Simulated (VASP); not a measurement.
# BaTiO3 (Pm-3m) in VASP: a series of runs

One crystal, BaTiO3, is run at these levels: PBE, HSE06; tasks: G0W0 quasiparticle levels, evGW0 quasiparticle levels, band structure.

All numbers are computed with VASP 6.6.1; they aren't measurements. Logs are shortened: lines on timing, memory, paths and dates and some standing lists are left out, and cuts for length are marked.

### Step 1. Starting point

The structure is cubic, space group Pm-3m (No. 221). Conventional cell: a = 4.006 Å, b = 4.006 Å, c = 4.006 Å, α = 90.00°, β = 90.00°, γ = 90.00°. Around Ba (site symmetry m-3m) lie 12 O at 2.83 Å. Ti (site symmetry m-3m) is surrounded by 6 O at 2.00 Å. O (site symmetry 4/mmm) is surrounded by 2 Ti at 2.00 Å.

### Step 2. G0W0 quasiparticle levels, PBE

POSCAR

```
BaTiO3
1.0
    4.0060000000      0.0000000000      0.0000000000
    0.0000000000      4.0060000000      0.0000000000
    0.0000000000      0.0000000000      4.0060000000
Ba Ti O
1 1 3
Direct
    0.5000000000      0.5000000000      0.5000000000
    0.0000000000      0.0000000000      0.0000000000
    0.0000000000      0.0000000000      0.5000000000
    0.0000000000      0.5000000000      0.0000000000
    0.5000000000      0.0000000000      0.0000000000
```

INCAR.step1

```
SYSTEM = BaTiO3
  ALGO = Fast
  EDIFF = 1E-8
  ENCUT = 500
  GGA = PE
  ISMEAR = 0
  KPAR = 4
  LASPH = .True.
  LCHARG = .False.
  LREAL = .False.
  LWAVE = .True.
  NELM = 80
  PREC = Accurate
  SIGMA = 0.01
```

INCAR.step2

```
SYSTEM = BaTiO3
  ALGO = Exact
  EDIFF = 1E-8
  ENCUT = 500
  GGA = PE
  ISMEAR = 0
  ISTART = 1
  KPAR = 4
  LASPH = .True.
  LCHARG = .False.
  LOPTICS = .True.
  LREAL = .False.
  LWAVE = .True.
  NBANDS = 288
  NELM = 1
  PREC = Accurate
  SIGMA = 0.01
```

INCAR.step3

```
SYSTEM = BaTiO3
  ALGO = EVGW0
  EDIFF = 1E-8
  ENCUT = 500
  ENCUTGW = 150
  GGA = PE
  ISMEAR = 0
  ISTART = 1
  KPAR = 4
  LASPH = .True.
  LCHARG = .False.
  LREAL = .False.
  LWAVE = .False.
  NBANDS = 288
  NBANDSGW = 28
  NELMGW = 1
  NOMEGA = 50
  PREC = Accurate
  PRECFOCK = Fast
  SIGMA = 0.01
```

KPOINTS

```
k-points
0
Gamma
  4 4 4
  0 0 0
```

Potentials or basis: VASP PAW PBE potentials, release 64 (Ba_sv_GW, Ti_sv_GW, O_GW).

On the command line:

```console
$ cat potpaw_PBE.64/Ba_sv_GW/POTCAR potpaw_PBE.64/Ti_sv_GW/POTCAR potpaw_PBE.64/O_GW/POTCAR > POTCAR
$ cp INCAR.step1 INCAR
$ mpirun -np 4 vasp_std > vasp.out
$ cp INCAR.step2 INCAR
$ mpirun -np 4 vasp_std > vasp.out
$ cp INCAR.step3 INCAR
$ mpirun -np 4 vasp_std > vasp.out
```

OUTCAR:

```text
SYSTEM = BaTiO3
   EDIFF = 1E-8
   ENCUT = 500
   ENCUTGW = 150
   GGA = PE
   ISMEAR = 0
   ISTART = 1
   LASPH = .True.
   LREAL = .False.
   NELMGW = 1
   PREC = Accurate
   PRECFOCK = Fast

 ion  position               nearest neighbor table
   1  0.500  0.500  0.500-
   2  0.000  0.000  0.000-   3 2.00   4 2.00   5 2.00   3 2.00   4 2.00   5 2.00
   3  0.000  0.000  0.500-   2 2.00   2 2.00
   4  0.000  0.500  0.000-   2 2.00   2 2.00
   5  0.500  0.000  0.000-   2 2.00   2 2.00

  LATTYP: Found a simple cubic cell.
 ALAT       =     4.0060000000

  Lattice vectors:

 A1 = (   4.0060000000,   0.0000000000,   0.0000000000)
 A2 = (   0.0000000000,   4.0060000000,   0.0000000000)
 A3 = (   0.0000000000,   0.0000000000,   4.0060000000)

Analysis of symmetry for initial positions (statically):
=====================================================================
 Subroutine PRICEL returns:
 Original cell was already a primitive cell.

 Routine SETGRP: Setting up the symmetry group for a
 simple cubic supercell.

 Subroutine GETGRP returns: Found 48 space group operations
 (whereof 48 operations were pure point group operations)
 out of a pool of 48 trial point group operations.

The static configuration has the point symmetry O_h .

Analysis of symmetry for dynamics (positions and initial velocities):
=====================================================================
 Subroutine PRICEL returns:
 Original cell was already a primitive cell.

 Routine SETGRP: Setting up the symmetry group for a
 simple cubic supercell.

 Subroutine GETGRP returns: Found 48 space group operations
 (whereof 48 operations were pure point group operations)
 out of a pool of 48 trial point group operations.

The dynamic configuration has the point symmetry O_h .

 Subroutine INISYM returns: Found 48 space group operations
 (whereof 48 operations are pure point group operations),
 and found     1 'primitive' translations

----------------------------------------------------------------------------------------

                                     Primitive cell

  volume of cell :      64.2884

  direct lattice vectors                    reciprocal lattice vectors
     4.006000000  0.000000000  0.000000000     0.249625562  0.000000000  0.000000000
     0.000000000  4.006000000  0.000000000     0.000000000  0.249625562  0.000000000
     0.000000000  0.000000000  4.006000000     0.000000000  0.000000000  0.249625562

  length of vectors
     4.006000000  4.006000000  4.006000000     0.249625562  0.249625562  0.249625562

  position of ions in fractional coordinates (direct lattice)
     0.500000000  0.500000000  0.500000000
     0.000000000  0.000000000  0.000000000
     0.000000000  0.000000000  0.500000000
     0.000000000  0.500000000  0.000000000
     0.500000000  0.000000000  0.000000000

  ion indices of the primitive-cell ions
   primitive index   ion index
                 1           1
                 2           2
                 3           3
                 4           4
                 5           5

----------------------------------------------------------------------------------------

 KPOINTS: k-points

Automatic generation of k-mesh.
 Grid dimensions read from file:
 generate k-points for:    4    4    4

 Generating k-lattice:

  Cartesian coordinates                     Fractional coordinates (reciprocal lattice)
     0.062406390  0.000000000  0.000000000     0.250000000  0.000000000  0.000000000
     0.000000000  0.062406390  0.000000000     0.000000000  0.250000000  0.000000000
     0.000000000  0.000000000  0.062406390     0.000000000  0.000000000  0.250000000

  Length of vectors
     0.062406390  0.062406390  0.062406390

  Shift w.r.t. Gamma in fractional coordinates (k-lattice)
     0.000000000  0.000000000  0.000000000

 Subroutine IBZKPT returns following result:
 ===========================================

 Found     10 irreducible k-points:

 Following reciprocal coordinates:
            Coordinates               Weight
  0.000000  0.000000  0.000000      1.000000
  0.250000  0.000000  0.000000      6.000000
  0.500000  0.000000  0.000000      3.000000
  0.250000  0.250000  0.000000     12.000000
  0.500000  0.250000  0.000000     12.000000
  0.500000  0.500000  0.000000      3.000000
  0.250000  0.250000  0.250000      8.000000
  0.500000  0.250000  0.250000     12.000000
  0.500000  0.500000  0.250000      6.000000
  0.500000  0.500000  0.500000      1.000000
   k-points           NKPTS =     10   k-points in BZ     NKDIM =     64   number of bands    NBANDS=    288
   number of dos      NEDOS =    301   number of ions     NIONS =      5
   total plane-waves  NPLWV =  27000
   dimension x,y,z NGX =    30 NGY =   30 NGZ =   30
   dimension x,y,z NGXF=    60 NGYF=   60 NGZF=   60
   ions per type =               1   1   3
   NGX,Y,Z   is equivalent  to a cutoff of  12.45, 12.45, 12.45 a.u.
   NGXF,Y,Z  is equivalent  to a cutoff of  24.90, 24.90, 24.90 a.u.
 SYSTEM =  BaTiO3
   PREC   = accura    normal or accurate (medium, high low for compatibility)
   ISTART =      1    job   : 0-new  1-cont  2-samecut
   ICHARG =      0    charge: 1-file 2-atom 10-const
   ISPIN  =      1    spin polarized calculation?
   LNONCOLLINEAR =      F non collinear calculations
   LSORBIT =      F    spin-orbit coupling
   LASPH  =      T    aspherical Exc in radial PAW
   ENCUT  =  500.0 eV  36.75 Ry    6.06 a.u.   7.30  7.30  7.30*2*pi/ulx,y,z
   NELM   =     60;   NELMIN=  2; NELMDL=  0     # of ELM steps
   EDIFF  = 0.1E-07   stopping-criterion for ELM
   LREAL  =      F    real-space projection
   EDIFFG = 0.1E-06   stopping-criterion for IOM
   NSW    =      0    number of steps for IOM
   IBRION =     -1    ionic relax: 0-MD 1-quasi-New 2-CG
   NFREE  =      0    steps in history (QN), initial steepest desc. (CG)
   ISIF   =      0    stress and relaxation
   ISYM   =      3    0-nonsym 1-usesym 2-fastsym
   POTIM  = 0.5000    time-step for ionic-motion
   TEBEG  =    0.0;   TEEND  =   0.0 temperature during run
   PSTRESS=    0.0 pullay stress
   NELECT =      40.0000    total number of electrons
   NUPDOWN=      -1.0000    fix difference up-down
   EMIN   =  10.00;   EMAX   =-10.00  energy-range for DOS
   EFERMI =   0.00;   METHOD = LEGACY
   ISMEAR =     0;   SIGMA  =   0.01  broadening in eV -4-tet -1-fermi 0-gaus
   EFERMI_NEDOS =   21; number of points for ismear=-14 and -15
   IALGO  =     38    algorithm
   IMIX   =      4    mixing-type and parameters
     AMIX     =   0.40;   BMIX     =  1.00
     AMIX_MAG =   1.60;   BMIX_MAG =  1.00
  volume/ion in A,a.u.               =      12.86        86.77
  Fermi-wavevector in a.u.,A,eV,Ry     =   1.397603  2.641087 26.576187  1.953295
  Thomas-Fermi vector in A             =   2.520843
   LORBIT       =      0    0 simple, 1 ext, 2 COOP (PROOUT), +10 PAW based schemes
   GGA     = PE    functional components
   LHFCALC =     T    Hartree Fock is set to
   PRECFOCK=fast      Normal, Fast or Accurate (Low or Medium for compatibility)
   ENCUT4O =  -1.0   cutoff for four orbital integrals eV
   NKREDX  =     1    reduce k-point grid by
   NKREDY  =     1    reduce k-point grid by
   NKREDZ  =     1    reduce k-point grid by
   AEXX    =    1.0000 exact exchange contribution
   HFSCREEN=    0.0000 screening length (either q_TF or 0.3 A-1)
   HFSCREENC=   0.0000 screening length for correlation (either q_TF or 0.3 A-1)
   ENCUTFOCK=  -1.0 apply spherical cutoff to Coloumb kernel
   IVDW    =     0    specifies the selected vdW correction
   LEPSILON=     F    determine dielectric tensor
   LRPA    =     F    only Hartree local field effects (RPA)
   LRPAFORCE           =     F    calculate RPA forces
   ENCUTGW             = 150.0    cutoff for response function in eV
   ENCUTGWSOFT         = 120.0    soft cutoff for Coulomb kernel in GW response function in eV
   ENCUTLF             =  -1.0    cutoff for local field effects
   NELMGW              =     1    number of iterations in solving QP/BSE equation
   NELMHF              =     1    number of iterations in the inner HF iteration
   NKREDLFX            =     1    NKREDLFY  =   1   NKREDLFZ  =   1
 non-spin polarized calculation
 Gauss-broadening in eV      SIGMA  =   0.01
  energy-cutoff  :      500.00
  volume of cell :       64.29
 maximum number of plane-waves:      1654
 NGX is ok and might be reduce to    30
  NGX = 16; NGY = 16; NGZ = 16
   NGX = 15   NGY = 15   NGZ = 15
 maximum number of plane-waves:       280

 QP shifts <psi_nk| G(iteration)W_0 |psi_nk>: iteration 1
 for sc-GW calculations column KS-energies equals QP-energies in previous step
 and V_xc(KS)=  KS-energies - (<T + V_ion + V_H > + <T+V_H+V_ion>^1  + <V_x>^1)

 k-point   1 :       0.0000    0.0000    0.0000
  band No.  KS-energies  QP-energies   sigma(KS)   V_xc(KS)     V^pw_x(r,r')   Z            occupation Imag(sigma)

      1     -51.2127     -52.1086     -26.5136     -24.9671     -41.6681       0.5793       2.0000       1.8159
      2     -27.4284     -28.1953     -25.3298     -24.1289     -34.5955       0.6386       2.0000       1.0669
      3     -27.4284     -28.1953     -25.3298     -24.1289     -34.5955       0.6386       2.0000       1.0669
      4     -27.4284     -28.1953     -25.3298     -24.1289     -34.5955       0.6386       2.0000       1.0669
      5     -19.2653     -20.4591     -16.8414     -15.1292     -24.5577       0.6972       2.0000       1.6811
      6     -11.4672     -12.6894     -21.0687     -19.2029     -30.6027       0.6550       2.0000       1.4938
[... 20 lines left out ...]
     27      10.5483      11.0157      -9.4589     -10.0274      -5.1873       0.8221       0.0000      -0.2309
     28      12.8162      13.4589     -11.0568     -11.8500      -6.4821       0.8102       0.0000      -0.2636

 k-point   2 :       0.2500    0.0000    0.0000
  band No.  KS-energies  QP-energies   sigma(KS)   V_xc(KS)     V^pw_x(r,r')   Z            occupation Imag(sigma)

      1     -51.2123     -52.1085     -26.5107     -24.9676     -41.6686       0.5808       2.0000       1.8167
      2     -27.4538     -28.1990     -25.2703     -24.0907     -34.5791       0.6317       2.0000       1.0798
      3     -27.4273     -28.1941     -25.3294     -24.1307     -34.5931       0.6397       2.0000       1.0649
      4     -27.4273     -28.1941     -25.3294     -24.1307     -34.5931       0.6397       2.0000       1.0649
      5     -19.2060     -20.3980     -16.8682     -15.1613     -24.5350       0.6983       2.0000       1.6525
      6     -11.5380     -12.7750     -20.8878     -19.0014     -30.3938       0.6557       2.0000       1.5034
[... 20 lines left out ...]
     27      11.6083      12.2064      -9.7809     -10.5142      -5.3463       0.8156       0.0000      -0.2512
     28      13.8614      14.6834     -10.7790     -11.8056      -5.8277       0.8006       0.0000      -0.3457

 k-point   3 :       0.5000    0.0000    0.0000
  band No.  KS-energies  QP-energies   sigma(KS)   V_xc(KS)     V^pw_x(r,r')   Z            occupation Imag(sigma)

      1     -51.2119     -52.1071     -26.5080     -24.9683     -41.6691       0.5814       2.0000       1.8175
      2     -27.4791     -28.2054     -25.2117     -24.0533     -34.5642       0.6269       2.0000       1.0926
      3     -27.4264     -28.1923     -25.3289     -24.1325     -34.5910       0.6401       2.0000       1.0631
      4     -27.4264     -28.1923     -25.3289     -24.1325     -34.5910       0.6401       2.0000       1.0631
      5     -19.1451     -20.3344     -16.8957     -15.1944     -24.5106       0.6991       2.0000       1.6228
      6     -11.6921     -12.9344     -20.6269     -18.7285     -30.1354       0.6544       2.0000       1.5299
[... 188 lines left out ...]
      3     -27.4747     -28.1998     -25.2143     -24.0640     -34.5617       0.6304       2.0000       1.0855
      4     -27.4490     -28.1957     -25.2704     -24.1007     -34.5720       0.6384       2.0000       1.0713
      5     -19.0352     -20.2238     -16.9363     -15.2486     -24.4928       0.7043       2.0000       1.5940
      6     -10.8522     -12.1290     -21.7189     -19.7861     -31.1230       0.6606       2.0000       1.4316
[... 20 lines left out ...]
     27      13.4837      14.3494     -11.5593     -12.6401      -6.8664       0.8010       0.0000      -0.3099
     28      13.4837      14.3494     -11.5593     -12.6401      -6.8664       0.8010       0.0000      -0.3099

 k-point  10 :       0.5000    0.5000    0.5000
  band No.  KS-energies  QP-energies   sigma(KS)   V_xc(KS)     V^pw_x(r,r')   Z            occupation Imag(sigma)

      1     -51.2100     -52.1150     -26.4969     -24.9706     -41.6706       0.5929       2.0000       1.8201
      2     -27.4736     -28.1973     -25.2141     -24.0665     -34.5598       0.6307       2.0000       1.0833
      3     -27.4736     -28.1973     -25.2141     -24.0665     -34.5598       0.6307       2.0000       1.0833
      4     -27.4736     -28.1973     -25.2141     -24.0665     -34.5598       0.6307       2.0000       1.0833
      5     -19.0019     -20.1843     -16.9534     -15.2738     -24.4992       0.7040       2.0000       1.5885
      6     -10.5649     -11.8839     -22.0047     -20.0396     -31.2538       0.6712       2.0000       1.3581
[... 20 lines left out ...]
     27      13.0595      14.5183     -21.3374     -23.4973     -14.1886       0.6754       0.0000      -0.8254
     28      13.0595      14.5183     -21.3374     -23.4973     -14.1886       0.6754       0.0000      -0.8254
```

Run time: 4.2 min. Hardware: 4 MPI ranks of Intel Xeon 6975P-C (Granite Rapids), shared host; peak memory 0.84 GiB.

What came out:

```
Band gap on the k mesh, mean-field level : 1.78 eV, indirect (least direct gap 1.90 eV)
Quasiparticle gap                        : 3.38 eV
Least direct quasiparticle gap           : 3.49 eV
```

Caveat: bands, screening cutoff and mesh are small and nothing is extrapolated, so the quasiparticle values aren't converged; spin-orbit coupling is left out, which moves the levels of the heavy elements.

(Part 1 of 2 ends here.)
